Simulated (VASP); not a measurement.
# Si2S (P4/mmm) in VASP: notebook

One crystal, Si2S, is run at these levels: PBE; tasks: single point, relaxation of cell and atoms.

Program: VASP 6.6.1. These are calculated values, not measurements. Logs are shortened: lines on timing, memory, paths and dates and some standing lists are left out, and cuts for length are marked.

## 1. The cell of the first run

The structure is tetragonal, space group P4/mmm (No. 123). Conventional cell: a = 3.467 Å, b = 3.467 Å, c = 5.011 Å, α = 90.00°, β = 90.00°, γ = 90.00°. Si (site symmetry 4/mmm) is surrounded by 2 S at 2.51 Å. Si (site symmetry 4/mmm) is surrounded by 4 S at 2.45 Å. S (site symmetry 4/mmm) is surrounded by 6 Si at 2.45 to 2.51 Å.

The cell was built by a generator and needn't be a form met in nature.

## 2. Single point, PBE (ordered vacancies on the anion sites of rock salt (P4/mmm, No. 123))

File INCAR:

```
SYSTEM = Si2S
ALGO     = Normal         ! electronic algorithm
EDIFF    = 1E-6           ! SCF threshold, eV
ENCUT    = 520            ! plane-wave cutoff, eV
GGA      = PE             ! functional
ISIF     = 2              ! what is computed and relaxed
ISMEAR   = 0              ! smearing method
LASPH    = .TRUE.         ! aspherical terms in the spheres
LCHARG   = .TRUE.         ! write CHGCAR
LELF     = .TRUE.         ! ELF
LREAL    = .FALSE.        ! projectors in reciprocal space
LVHAR    = .TRUE.       
LWAVE    = .FALSE.        ! write WAVECAR
NBANDS   = 14             ! bands
NELM     = 80             ! most SCF steps
PREC     = Accurate       ! precision mode
SIGMA    = 0.1            ! smearing width, eV
```

File KPOINTS:

```
k-points
0
G
  6 6 4
  0 0 0
```

File POSCAR:

```
Si2S
1.0
    3.4670845125      0.0000000000      0.0000000000
    0.0000000000      3.4670845125      0.0000000000
    0.0000000000      0.0000000000      5.0113445994
Si S
2 1
Direct
    0.0000000000      0.0000000000      0.0000000000
    0.5000000000      0.5000000000      0.5000000000
    0.0000000000      0.0000000000      0.5000000000
```

Potentials or basis: VASP PAW PBE potentials, release 64 (Si, S).

On the command line:

```
$ cat potpaw_PBE.64/Si/POTCAR potpaw_PBE.64/S/POTCAR > POTCAR
$ mpirun -np 1 vasp_std > vasp.out
```

OUTCAR:

```text
SYSTEM = Si2S
   EDIFF = 1E-6
   ENCUT = 520
   GGA = PE
   ISIF = 2
   ISMEAR = 0
   LASPH = .TRUE.
   LREAL = .FALSE.
   NELM = 80
   PREC = Accurate

 ion  position               nearest neighbor table
   1  0.000  0.000  0.000-   3 2.51   3 2.51
   2  0.500  0.500  0.500-   3 2.45   3 2.45   3 2.45   3 2.45
   3  0.000  0.000  0.500-   2 2.45   2 2.45   2 2.45   2 2.45   1 2.51   1 2.51

  LATTYP: Found a simple tetragonal cell.
 ALAT       =     3.4670845125
 C/A-ratio  =     1.4454059546

  Lattice vectors:

 A1 = (   3.4670845125,   0.0000000000,   0.0000000000)
 A2 = (   0.0000000000,   3.4670845125,   0.0000000000)
 A3 = (   0.0000000000,   0.0000000000,   5.0113445994)

Analysis of symmetry for initial positions (statically):
=====================================================================
 Subroutine PRICEL returns:
 Original cell was already a primitive cell.

 Routine SETGRP: Setting up the symmetry group for a
 simple tetragonal supercell.

 Subroutine GETGRP returns: Found 16 space group operations
 (whereof 16 operations were pure point group operations)
 out of a pool of 16 trial point group operations.

The static configuration has the point symmetry D_4h.

Analysis of symmetry for dynamics (positions and initial velocities):
=====================================================================
 Subroutine PRICEL returns:
 Original cell was already a primitive cell.

 Routine SETGRP: Setting up the symmetry group for a
 simple tetragonal supercell.

 Subroutine GETGRP returns: Found 16 space group operations
 (whereof 16 operations were pure point group operations)
 out of a pool of 16 trial point group operations.

The dynamic configuration has the point symmetry D_4h.

 Subroutine INISYM returns: Found 16 space group operations
 (whereof 16 operations are pure point group operations),
 and found     1 'primitive' translations

----------------------------------------------------------------------------------------

                                     Primitive cell

  volume of cell :      60.2397

  direct lattice vectors                    reciprocal lattice vectors
     3.467084513  0.000000000  0.000000000     0.288426774  0.000000000  0.000000000
     0.000000000  3.467084513  0.000000000     0.000000000  0.288426774  0.000000000
     0.000000000  0.000000000  5.011344599     0.000000000  0.000000000  0.199547243

  length of vectors
     3.467084513  3.467084513  5.011344599     0.288426774  0.288426774  0.199547243

  position of ions in fractional coordinates (direct lattice)
     0.000000000  0.000000000  0.000000000
     0.500000000  0.500000000  0.500000000
     0.000000000  0.000000000  0.500000000

  ion indices of the primitive-cell ions
   primitive index   ion index
                 1           1
                 2           2
                 3           3

----------------------------------------------------------------------------------------

 KPOINTS: k-points

Automatic generation of k-mesh.
 Grid dimensions read from file:
 generate k-points for:    6    6    4

 Generating k-lattice:

  Cartesian coordinates                     Fractional coordinates (reciprocal lattice)
     0.048071129  0.000000000  0.000000000     0.166666667  0.000000000  0.000000000
     0.000000000  0.048071129  0.000000000     0.000000000  0.166666667  0.000000000
     0.000000000  0.000000000  0.049886811     0.000000000  0.000000000  0.250000000

  Length of vectors
     0.048071129  0.048071129  0.049886811

  Shift w.r.t. Gamma in fractional coordinates (k-lattice)
     0.000000000  0.000000000  0.000000000

 Subroutine IBZKPT returns following result:
 ===========================================

 Found     30 irreducible k-points:

 Following reciprocal coordinates:
            Coordinates               Weight
  0.000000  0.000000  0.000000      1.000000
  0.166667  0.000000  0.000000      4.000000
  0.333333  0.000000  0.000000      4.000000
  0.500000  0.000000  0.000000      2.000000
  0.166667  0.166667  0.000000      4.000000
  0.333333  0.166667  0.000000      8.000000
[... 16 lines left out ...]
  0.333333  0.000000  0.500000      4.000000
  0.500000  0.000000  0.500000      2.000000
 [... further k-points ...]
   k-points           NKPTS =     30   k-points in BZ     NKDIM =     30   number of bands    NBANDS=     14
   number of dos      NEDOS =    301   number of ions     NIONS =      3
   total plane-waves  NPLWV =  31360
   dimension x,y,z NGX =    28 NGY =   28 NGZ =   40
   dimension x,y,z NGXF=    56 NGYF=   56 NGZF=   80
   ions per type =               2   1
   NGX,Y,Z   is equivalent  to a cutoff of  13.43, 13.43, 13.27 a.u.
   NGXF,Y,Z  is equivalent  to a cutoff of  26.85, 26.85, 26.54 a.u.
 SYSTEM =  Si2S
   PREC   = accura    normal or accurate (medium, high low for compatibility)
   ISTART =      0    job   : 0-new  1-cont  2-samecut
   ICHARG =      2    charge: 1-file 2-atom 10-const
   ISPIN  =      1    spin polarized calculation?
   LNONCOLLINEAR =      F non collinear calculations
   LSORBIT =      F    spin-orbit coupling
   LASPH  =      T    aspherical Exc in radial PAW
   ENCUT  =  520.0 eV  38.22 Ry    6.18 a.u.   6.45  6.45  9.32*2*pi/ulx,y,z
   NELM   =     80;   NELMIN=  2; NELMDL= -5     # of ELM steps
   EDIFF  = 0.1E-05   stopping-criterion for ELM
   LREAL  =      F    real-space projection
   EDIFFG = 0.1E-04   stopping-criterion for IOM
   NSW    =      0    number of steps for IOM
   IBRION =     -1    ionic relax: 0-MD 1-quasi-New 2-CG
   NFREE  =      0    steps in history (QN), initial steepest desc. (CG)
   ISIF   =      2    stress and relaxation
   ISYM   =      2    0-nonsym 1-usesym 2-fastsym
   POTIM  = 0.5000    time-step for ionic-motion
   TEBEG  =    0.0;   TEEND  =   0.0 temperature during run
   PSTRESS=    0.0 pullay stress
   NELECT =      14.0000    total number of electrons
   NUPDOWN=      -1.0000    fix difference up-down
   EMIN   =  10.00;   EMAX   =-10.00  energy-range for DOS
   EFERMI =   0.00;   METHOD = LEGACY
   ISMEAR =     0;   SIGMA  =   0.10  broadening in eV -4-tet -1-fermi 0-gaus
   EFERMI_NEDOS =   21; number of points for ismear=-14 and -15
   IALGO  =     38    algorithm
   IMIX   =      4    mixing-type and parameters
     AMIX     =   0.40;   BMIX     =  1.00
     AMIX_MAG =   1.60;   BMIX_MAG =  1.00
  volume/ion in A,a.u.               =      20.08       135.51
  Fermi-wavevector in a.u.,A,eV,Ry     =   1.006522  1.902050 13.783870  1.013086
  Thomas-Fermi vector in A             =   2.139269
   LORBIT       =      0    0 simple, 1 ext, 2 COOP (PROOUT), +10 PAW based schemes
   GGA     = PE    functional components
   LHFCALC =     F    Hartree Fock is set to
   AEXX    =    0.0000 exact exchange contribution
   IVDW    =     0    specifies the selected vdW correction
   LEPSILON=     F    determine dielectric tensor
   LRPA    =     F    only Hartree local field effects (RPA)
 non-spin polarized calculation
 Gauss-broadening in eV      SIGMA  =   0.10
  energy-cutoff  :      520.00
  volume of cell :       60.24
 maximum number of plane-waves:      1644
 NGX is ok and might be reduce to    28
   NGX = 13   NGY = 13   NGZ = 19

 number of electron      14.0000001 magnetization

 Free energy of the ion-electron system (eV)
  ---------------------------------------------------
  ext. energy  EPLUGINS =         0.00000000
  ---------------------------------------------------
  free energy    TOTEN  =       -12.69643446 eV

  energy without entropy =      -12.68782415  energy(sigma->0) =      -12.69212930

 E-fermi :   5.9757     XC(G=0):  -9.7322

 val. band max:        5.9359936638   @ k =   0.5000   0.5000   0.5000
 cond. band min:       6.0314188426   @ k =   0.3333   0.1667   0.0000
 fundamental gap:      0.0954251788
 Fermi energy:         5.9756765509

 k-point     1 :       0.0000    0.0000    0.0000
  band No.  band energies     occupation
      1      -9.7261      2.00000
      2      -1.0429      2.00000
      3      -0.7934      2.00000
      4       1.6353      2.00000
      5       1.6353      2.00000
      6       1.9252      2.00000
      7       8.3180      0.00000
      8       8.4185      0.00000
      9       9.4561      0.00000
     10       9.4561      0.00000
     11      12.7716      0.00000
     12      12.7748      0.00000
     13      12.7748      0.00000
     14      13.0767      0.00000

 k-point     2 :       0.1667    0.0000    0.0000
  band No.  band energies     occupation
      1      -9.5053      2.00000
      2      -0.8680      2.00000
      3      -0.6667      2.00000
      4      -0.5902      2.00000
      5       1.8559      2.00000
      6       3.9050      2.00000
      7       7.4159      0.00000
      8       7.7006      0.00000
      9       9.6180      0.00000
     10       9.6684      0.00000
     11      10.4572      0.00000
     12      11.9128      0.00000
     13      12.7419      0.00000
     14      13.0681      0.00000

 k-point     3 :       0.3333    0.0000    0.0000
  band No.  band energies     occupation
      1      -8.9587      2.00000
      2      -2.8619      2.00000
      3      -0.1621      2.00000
      4      -0.0953      2.00000
      5       2.4129      2.00000
      6       5.3902      2.00000
      7       5.6690      1.99999
      8       5.8490      1.92678
      9       8.1457      0.00000
     10       9.1702      0.00000
     11      10.0096      0.00000
     12      12.9622      0.00000
     13      13.6062      0.00000
     14      13.8753      0.00000
[... 324 lines left out ...]
 k-point    23 :       0.3333    0.0000    0.5000
  band No.  band energies     occupation
      1      -8.8229      2.00000
      2      -2.7275      2.00000
      3      -2.6521      2.00000
      4       2.4958      2.00000
      5       3.2717      2.00000
      6       5.0990      2.00000
      7       5.6252      2.00000
      8       7.0822      0.00000
      9       8.2245      0.00000
     10       8.9931      0.00000
     11       9.3357      0.00000
     12       9.3494      0.00000
     13      13.4075      0.00000
     14      13.4969      0.00000

 k-point    24 :       0.5000    0.0000    0.5000
  band No.  band energies     occupation
      1      -8.4622      2.00000
      2      -3.6309      2.00000
      3      -2.2437      2.00000
      4       2.3176      2.00000
      5       2.8787      2.00000
      6       5.3481      2.00000
      7       6.9462      0.00000
      8       7.2556      0.00000
      9       7.4215      0.00000
     10       7.7523      0.00000
     11       9.2342      0.00000
     12       9.3086      0.00000
     13      13.1398      0.00000
     14      13.3280      0.00000

 [... further k-points ...]

------------------------ aborting loop because EDIFF is reached ----------------------------------------

  FORCE on cell =-STRESS in cart. coord.  units (eV):
  Direction    XX          YY          ZZ          XY          YZ          ZX
  --------------------------------------------------------------------------------------
  -------------------------------------------------------------------------------------
  Total        0.0473630      0.0473630      0.1132301      0.0000000      0.0000000     -0.0000000
  in kB        1.2596992      1.2596992      3.0115459      0.0000000      0.0000000     -0.0000000
  external PRESSURE =       1.8436481 kB  Pullay stress =       0.0000000 kB

 VOLUME and BASIS-vectors are now :
 -----------------------------------------------------------------------------
  energy-cutoff  :      520.00
  volume of cell :       60.24
      direct lattice vectors                 reciprocal lattice vectors
     3.467084513  0.000000000  0.000000000     0.288426774  0.000000000  0.000000000
     0.000000000  3.467084513  0.000000000     0.000000000  0.288426774  0.000000000
     0.000000000  0.000000000  5.011344599     0.000000000  0.000000000  0.199547243

 POSITION                                       TOTAL-FORCE (eV/Angst)
 -----------------------------------------------------------------------------------
      0.00000      0.00000      0.00000         0.000000      0.000000      0.000000
      1.73354      1.73354      2.50567         0.000000      0.000000      0.000000
      0.00000      0.00000      2.50567         0.000000      0.000000      0.000000
 -----------------------------------------------------------------------------------
    total drift:                               -0.000000      0.000000      0.000000

  FREE ENERGIE OF THE ION-ELECTRON SYSTEM (eV)
  ---------------------------------------------------
  free  energy   TOTEN  =       -12.6964344603 eV

  energy  without entropy=      -12.6878241477  energy(sigma->0) =      -12.69212930
```

Wall time 23 s (1 thread of Intel Xeon Platinum 8488C (Sapphire Rapids), shared host); peak memory 0.17 GiB.

Results:

```yaml
Free_energy: -12.6964 eV
Pressure: 0.2 GPa
Band_gap_on_the_k_mesh: none (metal or under the smearing width)
```

Stress tensor (GPa, compression positive):
```
0.13 0.00 0.00
0.00 0.13 0.00
0.00 0.00 0.30
```

## 3. Relaxation of cell and atoms, PBE (ordered vacancies on the anion sites of rock salt (P4/mmm, No. 123))

File INCAR:

```
SYSTEM = Si2S
  ALGO = Normal
  EDIFF = 1E-6
  EDIFFG = -0.04
  ENCUT = 600
  GGA = PE
  IBRION = 2
  ISIF = 3
  ISMEAR = 0
  LASPH = .True.
  LCHARG = .False.
  LREAL = .False.
  LWAVE = .False.
  NELM = 60
  NSW = 90
  PREC = Accurate
  SIGMA = 0.1
```

File KPOINTS:

```
k-points
0
Gamma
  6 6 4
  0 0 0
```

File POSCAR:

```
Si2S
1.0
    3.1506265000      0.0000000000      0.0000000000
    0.0000000000      3.1506265000      0.0000000000
    0.0000000000      0.0000000000      4.4556587300
Si S
2 1
Direct
    0.0000000000      0.0000000000      0.0000000000
    0.5000000000      0.5000000000      0.5000000000
    0.0000000000      0.0000000000      0.5000000000
```

Potentials or basis: VASP PAW PBE potentials, release 64 (Si, S).

On the command line:

```
$ cat potpaw_PBE.64/Si/POTCAR potpaw_PBE.64/S/POTCAR > POTCAR
$ mpirun -np 1 vasp_std > vasp.out
```

It took 56 s on 1 thread of Intel Xeon Platinum 8488C (Sapphire Rapids), shared host; peak memory 0.17 GiB.

Results (log left out):

```
Free energy                            : -12.6941 eV
Relaxed volume                         : 20.05 Å³/atom
Relaxed cell                           : a = 3.465 Å, b = 3.465 Å, c = 5.011 Å, α = 90.00°, β = 90.00°, γ = 90.00°
Space group after relaxing (to 0.05 Å) : P4/mmm (No. 123)
Energy gained by relaxing              : 305.9 meV/atom
Ionic steps                            : 6
Pressure after relaxing                : 0.3 GPa
Band gap on the k mesh                 : none (metal or under the smearing width)
```

Step by step:
```csv
step,energy change (eV),largest force (eV/Å),pressure (GPa),volume (Å³)
1,0.0000,0.0000,23.83,44.23
2,-0.9154,0.0000,0.36,59.80
3,-0.9160,0.0000,-0.20,60.54
4,-0.9160,0.0000,0.08,60.18
5,-0.9175,0.0000,0.23,60.16
6,-0.9176,0.0000,0.26,60.16
```

Final structure:
```yaml
crystal:
  lattice:
    - [3.46472, 0.00000, 0.00000]
    - [0.00000, 3.46472, 0.00000]
    - [0.00000, 0.00000, 5.01121]
  atoms:
    - { symbol: Si, position: [0.00000, 0.00000, 0.00000] }
    - { symbol: Si, position: [0.50000, 0.50000, 0.50000] }
    - { symbol: S, position: [0.00000, 0.00000, 0.50000] }
```

Levels at points of the mesh, in eV from the Fermi level:
```csv
k point,band 3,band 4,band 5,band 6,band 7,band 8,band 9,band 10,band 11
"(0.00, 0.00, 0.00)",-6.78,-4.34,-4.34,-4.04,2.35,2.44,3.49,3.49,6.80
"(0.50, 0.00, 0.00)",-5.75,-5.70,-3.18,-1.45,-0.89,1.05,1.20,1.47,4.27
"(0.50, 0.50, 0.00)",-7.34,-6.33,-5.09,-4.44,-0.17,-0.17,1.24,2.92,2.92
"(0.00, 0.00, 0.50)",-4.26,-4.26,-3.93,-1.59,0.43,1.67,2.33,2.33,2.77
"(0.50, 0.00, 0.50)",-8.22,-3.66,-3.10,-0.63,0.97,1.28,1.46,1.78,3.34
"(0.50, 0.50, 0.50)",-7.20,-7.20,-6.21,-1.60,-1.60,-0.04,0.33,2.24,7.55
```

Caveat: the volume moved by over 15 % at a fixed basis, so the end points are rough.

## 4. Single point, PBE (ordered vacancies on the anion sites of rock salt (P4/mmm, No. 123))

File INCAR:

```
PREC = Accurate
ENCUT = 520
EDIFF = 1E-6
ISMEAR = 0
SIGMA = 0.1
LREAL = F
LASPH = T
NELM = 100
ALGO = Normal
ISIF = 2
LWAVE = F
LCHARG = F
GGA = PE
NBANDS = 14
```

File KPOINTS:

```
regular mesh
0
Gamma
  6 6 4
```

POSCAR is that of step 3.

On the command line:

```
$ cat potpaw_PBE.64/Si/POTCAR potpaw_PBE.64/S/POTCAR > POTCAR
$ mpirun -np 1 vasp_std > vasp.out
```

It took 13 s on 1 thread of Intel Xeon Platinum 8488C (Sapphire Rapids), shared host; peak memory 0.15 GiB.

Results (log left out):

```yaml
Free_energy: -11.7759 eV
Pressure: 23.8 GPa
Band_gap_on_the_k_mesh: none (metal or under the smearing width)
```

Stress tensor (GPa, compression positive):
```
22.75  0.00  0.00
 0.00 22.75  0.00
 0.00  0.00 25.93
```

Levels at points of the mesh, in eV from the Fermi level:
```
           k point  band 4  band 5  band 6  band 7  band 8  band 9  band 10  band 11
(0.00, 0.00, 0.00)   -5.72   -5.72   -3.09    0.68    2.96    4.69     4.69     6.19
(0.50, 0.00, 0.00)   -5.47   -4.35   -2.24   -2.07    0.85    0.93     2.96     5.92
(0.50, 0.50, 0.00)   -6.96   -6.85   -3.32   -0.40   -0.40    1.30     1.52     1.52
(0.00, 0.00, 0.50)   -5.59   -2.79   -1.47    0.50    1.07    2.31     2.31     2.37
(0.50, 0.00, 0.50)   -5.50   -4.24    0.21    0.57    1.01    2.74     3.02     3.92
(0.50, 0.50, 0.50)   -8.69   -6.66   -2.91   -2.91   -0.91    2.35     3.04     8.23
```

Caveat: so large a pressure means that the cell lies far from this level's equilibrium, or that cutoff or potentials fall short.
